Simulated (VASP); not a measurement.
Here is a VASP 6.6.1 calculation.

The input INCAR:

```
SYSTEM = K
ALGO = Normal ; EDIFF = 1E-6
ENCUT = 520 ; GGA = PE
ISIF = 2 ; ISMEAR = 0
ISPIN = 2 ; ISYM = 0
IVDW = 12 ; LASPH = .True.
LCHARG = .False. ; LORBIT = 11
LREAL = .False. ; LWAVE = .False.
MAGMOM = 0.5 ; NBANDS = 14
NELM = 100 ; NUPDOWN = 1
PREC = Accurate ; SIGMA = 0.01
```

File KPOINTS:

```
k-points
0
Gamma
  1 1 1
  0 0 0
```

Contents of POSCAR:

```
K                                       
1.0
   10.5000000000      0.0000000000      0.0000000000
    0.0000000000     11.0000000000      0.0000000000
    0.0000000000      0.0000000000     11.5000000000
  K             
     1
Selective dynamics
Direct
     0.5000000000000000    0.5045454544999970    0.5000000000000000   F   F   F
```

Potentials or basis: VASP PAW PBE potentials, release 64 (K_sv).

Run with:

```console
$ cat potpaw_PBE.64/K_sv/POTCAR > POTCAR
$ mpirun -np 4 vasp_gam > vasp.out
```

Predict the dispersion energy per atom.

-0.009 eV.

Caveat: the total moment is fixed, so each spin has its own Fermi level.
